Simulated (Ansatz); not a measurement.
Runs of Ansatz 0.2.0 on CoPtO2. It takes space group R-3m (No. 166, trigonal). The conventional cell has a = 2.825 Å, b = 2.825 Å, c = 17.818 Å, α = 90.00°, β = 90.00°, γ = 120.00°. Around Pt (site symmetry -3m) lie 2 O at 2.00 Å. Around Co (site symmetry -3m) lie 6 O at 1.90 Å. O (site symmetry 3m) is surrounded by 3 Co at 1.90 Å and 1 Pt at 2.00 Å. The cell is a database's computed one.

```csv
spin,fixed moment (μB),k mesh,gap on the mesh (eV),pressure (GPa),moment (μB),largest force (eV/Å)
off,-,11 × 11 × 11,none,-4.7,-,0.01
"collinear, ferromagnetic start",2.0,9 × 9 × 9,-,7.0,2.00,1.12
"collinear, ferromagnetic start",2.5,9 × 9 × 9,-,(a),2.50,1.66
"collinear, program default start",0.0,9 × 9 × 9,-,-4.0,0.00,0.03
"collinear, ferromagnetic start",4.0,9 × 9 × 9,-,(b),4.00,2.83
"collinear, ferromagnetic start",1.0,9 × 9 × 9,-,0.6,1.00,0.24
"collinear, random start",-,11 × 11 × 11,none,-4.7,0.00,0.01
"collinear, ferromagnetic start",0.5,9 × 9 × 9,-,-2.3,0.50,0.01
"collinear, ferromagnetic start",1.5,9 × 9 × 9,-,3.7,1.50,0.62
"collinear, ferromagnetic start",3.0,9 × 9 × 9,-,(c),3.00,2.19
```

Alike in all rows: task single point; level PBEsol; potentials or basis Ansatz PAW; cell as given; cutoff (eV) 420; smearing fermi-dirac 0.05 eV.

**Question.** Fill in the values left out.

**Answer.** (a) 10.1; (b) 18.8; (c) 13.1.

Caveats: the PAW data sets come from PBE, with cores solved anew for the run's functional, which leaves a small shift of forces and pressure; the total moment is fixed, so each spin has its own Fermi level (some runs); the thresholds are loose for stress (some runs); a cell with one magnetic atom can't hold antiferromagnetic order, which such compounds often take (some runs); forces of over 1 eV/Å show positions far from the minimum, so gaps and moduli don't describe the material at rest (some runs); semilocal functionals often make such compounds metallic where correlation or magnetic order opens a gap, which also shifts bond lengths (some runs); an odd number of electrons without spin polarisation forces a metal (some runs).

A k mesh can miss the band edges, and the runs leave out spin-orbit coupling on Pt.

A gap of «none» marks a metal or a gap under the smearing width.
